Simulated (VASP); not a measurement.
# InP (F-43m) in VASP: a series of runs

The runs below take InP through single point, with HSE06, PBEsol-based global hybrid with 25 % exact exchange, r2SCAN0.

All numbers are computed with VASP 6.6.1; they aren't measurements. Logs are shortened: lines on timing, memory, paths and dates and some standing lists are left out, and cuts for length are marked.

**The experiment to reproduce.**

From a printed reference work, data compilation, for a bulk crystal of InP at 1.6 K: band gap 1.4236 eV (direct).

The results are compared with them further down.

## 1. The cell of the first run

The structure is cubic, space group F-43m (No. 216). The conventional cell has a = 5.861 Å, b = 5.861 Å, c = 5.861 Å, α = 90.00°, β = 90.00°, γ = 90.00°. In (site symmetry -43m) has 4 P at 2.54 Å within 3.3 Å. P (site symmetry -43m) has 4 In at 2.54 Å within 3.3 Å.

## 2. Single point, HSE06, non-collinear spin, zero start, spin-orbit coupling

POSCAR reads:

```
InP
1.0
    0.0000000000      2.9305000000      2.9305000000
    2.9305000000      0.0000000000      2.9305000000
    2.9305000000      2.9305000000      0.0000000000
In P
1 1
Direct
    0.0000000000      0.0000000000      0.0000000000
    0.7500000000      0.7500000000      0.7500000000
```

INCAR.step1 reads:

```
PREC     = Accurate       # precision mode
ENCUT    = 520            # plane-wave cutoff, eV
EDIFF    = 1E-5           # SCF threshold, eV
ISMEAR   = -1             # smearing method
SIGMA    = 0.05           # smearing width, eV
LREAL    = False          # projectors in reciprocal space
LASPH    = True           # aspherical terms in the spheres
NELM     = 150            # most SCF steps
ALGO     = Normal         # electronic algorithm
ISIF     = 2              # what is computed and relaxed
LWAVE    = True           # write WAVECAR
LCHARG   = False          # write CHGCAR
MAGMOM   = 0 0 0 0 0 0    # initial moments
LORBIT   = 11             # projections on sites
LSORBIT  = True           # spin-orbit coupling
GGA_COMPAT= False        
LORBMOM  = True         
NBANDS   = 30             # bands
GGA      = PE             # functional
```

INCAR.step2 reads:

```
PREC     = Accurate       # precision mode
ENCUT    = 520            # plane-wave cutoff, eV
EDIFF    = 1E-6           # SCF threshold, eV
ISMEAR   = -1             # smearing method
SIGMA    = 0.05           # smearing width, eV
LREAL    = False          # projectors in reciprocal space
LASPH    = True           # aspherical terms in the spheres
NELM     = 150            # most SCF steps
ALGO     = Normal         # electronic algorithm
ISIF     = 2              # what is computed and relaxed
LWAVE    = False          # write WAVECAR
LCHARG   = False          # write CHGCAR
MAGMOM   = 0 0 0 0 0 0    # initial moments
LORBIT   = 11             # projections on sites
LSORBIT  = True           # spin-orbit coupling
GGA_COMPAT= False        
LORBMOM  = True         
GGA      = PE             # functional
LHFCALC  = True           # exact exchange
HFSCREEN = 0.2079         # screening, 1/A
PRECFOCK = Normal       
NBANDS   = 30             # bands
ISTART   = 1
```

KPOINTS reads:

```
regular mesh
0
Gamma
  4 4 4
```

Potentials or basis: VASP PAW PBE potentials, release 64 (In_d, P).

Started as:

```
$ cat potpaw_PBE.64/In_d/POTCAR potpaw_PBE.64/P/POTCAR > POTCAR
$ cp INCAR.step1 INCAR
$ mpirun -np 1 vasp_ncl > vasp.out
$ cp INCAR.step2 INCAR
$ mpirun -np 1 vasp_ncl > vasp.out
```

OUTCAR:

```text
PREC = Accurate
   ENCUT = 520
   EDIFF = 1E-6
   ISMEAR = -1
   LREAL = False
   LASPH = True
   NELM = 150
   ISIF = 2
   LORBIT = 11
   LSORBIT = True
   GGA = PE
   LHFCALC = True
   HFSCREEN = 0.2079
   PRECFOCK = Normal
   ISTART = 1

 ion  position               nearest neighbor table
   1  0.000  0.000  0.000-   2 2.54   2 2.54   2 2.54   2 2.54
   2  0.750  0.750  0.750-   1 2.54   1 2.54   1 2.54   1 2.54

  LATTYP: Found a face centered cubic cell.
 ALAT       =     5.8610000000

  Lattice vectors:

 A1 = (   0.0000000000,   2.9305000000,   2.9305000000)
 A2 = (   2.9305000000,   0.0000000000,   2.9305000000)
 A3 = (   2.9305000000,   2.9305000000,   0.0000000000)

Analysis of symmetry for initial positions (statically):
=====================================================================
 Subroutine PRICEL returns:
 Original cell was already a primitive cell.

 Routine SETGRP: Setting up the symmetry group for a
 face centered cubic supercell.

 Subroutine GETGRP returns: Found 24 space group operations
 (whereof 24 operations were pure point group operations)
 out of a pool of 48 trial point group operations.

The static configuration has the point symmetry T_d .

Analysis of symmetry for dynamics (positions and initial velocities):
=====================================================================
 Subroutine PRICEL returns:
 Original cell was already a primitive cell.

 Routine SETGRP: Setting up the symmetry group for a
 face centered cubic supercell.

 Subroutine GETGRP returns: Found 24 space group operations
 (whereof 24 operations were pure point group operations)
 out of a pool of 48 trial point group operations.

The dynamic configuration has the point symmetry T_d .

Analysis of structural, dynamic, and magnetic symmetry:
=====================================================================
 Subroutine PRICEL returns:
 Original cell was already a primitive cell.

 Routine SETGRP: Setting up the symmetry group for a
 face centered cubic supercell.

 Subroutine GETGRP returns: Found 24 space group operations
 (whereof 24 operations were pure point group operations)
 out of a pool of 48 trial point group operations.

[... 501 lines left out ...]

 POSITION                                       TOTAL-FORCE (eV/Angst)
 -----------------------------------------------------------------------------------
      0.00000      0.00000      0.00000         0.000000      0.000000      0.000000
      4.39575      4.39575      4.39575        -0.000000     -0.000000     -0.000000
 -----------------------------------------------------------------------------------
    total drift:                               -0.000004     -0.000000     -0.000001

  FREE ENERGIE OF THE ION-ELECTRON SYSTEM (eV)
  ---------------------------------------------------
  free  energy   TOTEN  =        -9.9295556747 eV

  energy  without entropy=       -9.9295556525  energy(sigma->0) =       -9.92955566

 orbital moment (x)

 # of ion     p       d       tot
 ----------------------------------------
  1        -0.000  -0.000  -0.000
  2        -0.000   0.000  -0.000
 ----------------------------------------
           -0.000  -0.000  -0.000

 orbital moment (y)

 # of ion     p       d       tot
 ----------------------------------------
  1        -0.000  -0.000  -0.000
  2         0.000   0.000   0.000
 ----------------------------------------
            0.000  -0.000  -0.000

 orbital moment (z)

 # of ion     p       d       tot
 ----------------------------------------
  1        -0.000  -0.000  -0.000
  2         0.000   0.000   0.000
 ----------------------------------------
           -0.000  -0.000  -0.000

 Spin-Orbit-Coupling matrix elements

 Ion:    1  E_soc:     -0.0677500
 l=   1
     0.0000000    -0.0050547    -0.0050547
    -0.0050547     0.0000000    -0.0050547
    -0.0050547    -0.0050547     0.0000000
 l=   2
     0.0000000    -0.0012857     0.0000000    -0.0012857    -0.0049513
    -0.0012857     0.0000000    -0.0037135    -0.0012857    -0.0012378
     0.0000000    -0.0037135     0.0000000    -0.0037135     0.0000000
    -0.0012857    -0.0012857    -0.0037135     0.0000000    -0.0012378
    -0.0049513    -0.0012378     0.0000000    -0.0012378     0.0000000
 l=   3
     0.0000000     0.0000000     0.0000000     0.0000000     0.0000000     0.0000000     0.0000000
     0.0000000     0.0000000     0.0000000     0.0000000     0.0000000     0.0000000     0.0000000
     0.0000000     0.0000000     0.0000000     0.0000000     0.0000000     0.0000000     0.0000000
     0.0000000     0.0000000     0.0000000     0.0000000     0.0000000     0.0000000     0.0000000
     0.0000000     0.0000000     0.0000000     0.0000000     0.0000000     0.0000000     0.0000000
     0.0000000     0.0000000     0.0000000     0.0000000     0.0000000     0.0000000     0.0000000
     0.0000000     0.0000000     0.0000000     0.0000000     0.0000000     0.0000000     0.0000000

 Ion:    2  E_soc:     -0.0009566
 l=   1
     0.0000000    -0.0001594    -0.0001594
    -0.0001594     0.0000000    -0.0001594
    -0.0001594    -0.0001594     0.0000000
 l=   2
     0.0000000     0.0000000     0.0000000     0.0000000     0.0000000
     0.0000000     0.0000000     0.0000000     0.0000000     0.0000000
     0.0000000     0.0000000     0.0000000     0.0000000     0.0000000
     0.0000000     0.0000000     0.0000000     0.0000000     0.0000000
     0.0000000     0.0000000     0.0000000     0.0000000     0.0000000
 l=   3
     0.0000000     0.0000000     0.0000000     0.0000000     0.0000000     0.0000000     0.0000000
     0.0000000     0.0000000     0.0000000     0.0000000     0.0000000     0.0000000     0.0000000
     0.0000000     0.0000000     0.0000000     0.0000000     0.0000000     0.0000000     0.0000000
     0.0000000     0.0000000     0.0000000     0.0000000     0.0000000     0.0000000     0.0000000
     0.0000000     0.0000000     0.0000000     0.0000000     0.0000000     0.0000000     0.0000000
     0.0000000     0.0000000     0.0000000     0.0000000     0.0000000     0.0000000     0.0000000
     0.0000000     0.0000000     0.0000000     0.0000000     0.0000000     0.0000000     0.0000000

 total charge

# of ion       s       p       d       tot
------------------------------------------
    1        0.830   0.793   9.919  11.542
    2        1.012   1.534   0.000   2.546
--------------------------------------------------
tot          1.842   2.327   9.919  14.088

 magnetization (x)

# of ion       s       p       d       tot
------------------------------------------
    1       -0.000  -0.000   0.000  -0.000
    2       -0.000  -0.000   0.000  -0.000
--------------------------------------------------
tot         -0.000  -0.000   0.000  -0.000

 magnetization (y)

# of ion       s       p       d       tot
------------------------------------------
    1       -0.000   0.000   0.000   0.000
    2        0.000  -0.000   0.000  -0.000
--------------------------------------------------
tot         -0.000  -0.000   0.000  -0.000

 magnetization (z)

# of ion       s       p       d       tot
------------------------------------------
    1        0.000  -0.000  -0.000  -0.000
    2       -0.000   0.000   0.000  -0.000
--------------------------------------------------
tot         -0.000   0.000  -0.000  -0.000
```

OSZICAR.step1:

```text
N       E                     dE             d eps       ncg     rms          rms(c)
DAV:   1     0.158568869272E+03    0.15857E+03   -0.79077E+03   606   0.136E+03
DAV:   2     0.895787583211E+01   -0.14961E+03   -0.14278E+03   606   0.365E+02
DAV:   3    -0.796290217005E+01   -0.16921E+02   -0.16631E+02   716   0.128E+02
DAV:   4    -0.871995106115E+01   -0.75705E+00   -0.75492E+00   732   0.272E+01
DAV:   5    -0.876105171989E+01   -0.41101E-01   -0.41091E-01   932   0.602E+00    0.578E+00
DAV:   6    -0.833315960891E+01    0.42789E+00   -0.51459E-01   856   0.143E+01    0.340E+00
DAV:   7    -0.830758992408E+01    0.25570E-01   -0.27920E-01   954   0.392E+00    0.143E+00
DAV:   8    -0.830733206573E+01    0.25786E-03   -0.20477E-02   920   0.209E+00    0.822E-01
DAV:   9    -0.830824373371E+01   -0.91167E-03   -0.23130E-03   696   0.338E-01    0.222E-01
DAV:  10    -0.830841307243E+01   -0.16934E-03   -0.11635E-03   856   0.641E-01    0.123E-01
DAV:  11    -0.830857894731E+01   -0.16587E-03   -0.35156E-04   744   0.248E-01    0.149E-02
DAV:  12    -0.830858784560E+01   -0.88983E-05   -0.38098E-05   732   0.479E-02
   1 F= -.83085878E+01 E0= -.83085659E+01  d E =-.438561E-04  mag=     0.0000    -0.0000    -0.0000
```

Run time: 42 min. Hardware: 1 thread of Intel Xeon Platinum 8375C at 2.90GHz (Ice Lake), shared host; peak memory 0.42 GiB.

What came out:

- Free energy: -9.9296 eV
- Pressure: 1.4 GPa
- Net moment: 0.00 μB per cell
- Valence electrons inside the program's atomic spheres: In 11.54; P 2.55

Moments on the atoms (μB; x, y, z):
```
In  0.00 0.00 0.00
P   0.00 0.00 0.00
```

Caveat: the k points lie up to 0.46 Å⁻¹ apart; the PAW data sets were made with another functional, which shifts forces and pressure a little.

(Continued in part 2 of 2.)
